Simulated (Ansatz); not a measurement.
TiC:

```
Ti C
1.0
     0.00000    2.16572    2.16572
     2.16572    0.00000    2.16572
     2.16572    2.16572    0.00000
Ti C
1 1
Direct
  0.00000 0.00000 0.00000
  0.50000 0.50000 0.50000
```

The cell is a database's computed one.

* Program: Ansatz 0.2.0
* Task: relaxation of cell and atoms
* Functional: RPBE
* Potentials or basis: Ansatz PAW
* Cutoff: 420 eV (not typed: the program's choice for these potentials)
* k mesh: 11 × 11 × 11
* Occupations: fermi-dirac, width 0.05 eV
* Spin: no spin polarisation

At the start: volume 10.16 Å³/atom.

How do energy, volume and symmetry change on relaxing?

It ends after 4 steps and the volume is 10.36 Å³/atom (+2.0 %); space group Fm-3m (No. 225, to 0.05 Å).

Step by step:
```
step  energy change (eV)  largest force (eV/Å)  volume (Å³)
   1              0.0000                0.0000        20.32
   2             -0.0053                0.0000        20.66
   3             -0.0054                0.0000        20.71
   4             -0.0061                0.0000        20.71
```

Final structure:
```cif
data_structure
_symmetry_space_group_name_H-M 'P 1'
_symmetry_Int_Tables_number 1
_cell_length_a 3.0827
_cell_length_b 3.0827
_cell_length_c 3.0827
_cell_angle_alpha 60.000
_cell_angle_beta 60.000
_cell_angle_gamma 60.000
_cell_volume 20.71
loop_
_atom_site_label
_atom_site_type_symbol
_atom_site_fract_x
_atom_site_fract_y
_atom_site_fract_z
_atom_site_occupancy
Ti1 Ti 0.00000 0.00000 0.00000 1
C1 C 0.50000 0.50000 0.50000 1
```

Caveat: the plane-wave basis is chosen anew once the cell has moved, so the energies of steps on either side of that aren't comparable; the PAW data sets come from PBE, with cores solved anew for the run's functional, which leaves a small shift of forces and pressure.
